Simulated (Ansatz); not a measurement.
# C: the cost of one run

Computed with Ansatz 0.2.0 (DFT PBEsol, scalar-relativistic, plane waves, PAW, unless a step's input says otherwise).

The COD entry's cell or inner coordinates are ideal or old and differ from later refinements, so a difference from it is no clean test against experiment.

### 1 The starting structure

It takes space group P6_3/mmc (No. 194, hexagonal). Conventional cell: a = 2.459 Å, b = 2.459 Å, c = 7.246 Å, α = 90.00°, β = 90.00°, γ = 120.00°. C (site symmetry -6m2) has 3 C at 1.42 Å as nearest neighbours.

Structure file:

```cif
data_structure
_symmetry_space_group_name_H-M 'P6_3/mmc'
_symmetry_Int_Tables_number 194
_cell_length_a 2.4587
_cell_length_b 2.4587
_cell_length_c 7.2458
_cell_angle_alpha 90.000
_cell_angle_beta 90.000
_cell_angle_gamma 120.000
_cell_volume 37.94
loop_
_atom_site_label
_atom_site_type_symbol
_atom_site_symmetry_multiplicity
_atom_site_Wyckoff_symbol
_atom_site_fract_x
_atom_site_fract_y
_atom_site_fract_z
_atom_site_occupancy
C1 C 2 b 0.00000 0.00000 0.75000 1
C2 C 2 d 0.33333 0.66667 0.75000 1
```

It is the result of an earlier relaxation at this level (volume 9.48 Å³/atom; gap on the mesh: none (metal)).

### 2 The scan

The energy is mapped over two normal modes frozen in (zone-centre modes of the cell shown).

- amplitude of mode 4 (25 cm⁻¹), largest displacement: 7 values from −0.426 to 0.426 Å
- amplitude of mode 5 (25 cm⁻¹), largest displacement: 7 values from −0.426 to 0.426 Å

Nothing else is relaxed (the cell and all other modes fixed). Energies count from the relaxed high-symmetry cell. Points are written as (first, second).

The modes come from a phonon run on the reference cell, made beforehand.

The patterns, per unit of each coordinate (Å):

```csv
atom,x1,y1,z1,x2,y2,z2
C1,1.000,0.000,0.000,0.000,1.000,0.000
C2,-1.000,0.000,0.000,0.000,-1.000,0.000
C3,1.000,0.000,0.000,0.000,1.000,0.000
C4,-1.000,0.000,0.000,0.000,-1.000,0.000
```

### 3 Grid point (−0.426 Å, −0.426 Å)

input.yaml reads:

```yaml
crystal:
  lattice:
    - [2.4587330167, 0.0, 0.0]
    - [-1.2293665084, 2.1293252536, 0.0]
    - [0.0, 0.0, 7.2458067263]
  atoms:
    - { symbol: C, position: [-0.273266218, -0.2000447555, 0.0025] }
    - { symbol: C, position: [0.273266218, 0.2000447555, 0.5025] }
    - { symbol: C, position: [0.0600416786, 0.4666032901, 0.0025] }
    - { symbol: C, position: [0.9399583214, 0.5333967099, 0.5025] }
basis:
  ecutwfc: 520.0
kpoints:
  mp_grid: { grid: [18, 18, 6] }
hamiltonian:
  xc: pbesol
  pseudopotentials: { kind: paw, azcp: { folder: soft_1 } }
scf:
  occupations: { method: gaussian, width: 0.15 }
output:
  forces: true
  stress: true
  eigenvalues: true
```

On the command line:

```sh
$ ansatz run input.yaml --threads 2 --pin off --max-ram 4096MiB --backend cpu --events-out ev --progress --plain --runs-dir out
```

Q: Estimate wall time and peak memory on 2 threads of Arm Neoverse N1, shared host.

About 20 s, with a peak of 0.6 GiB.
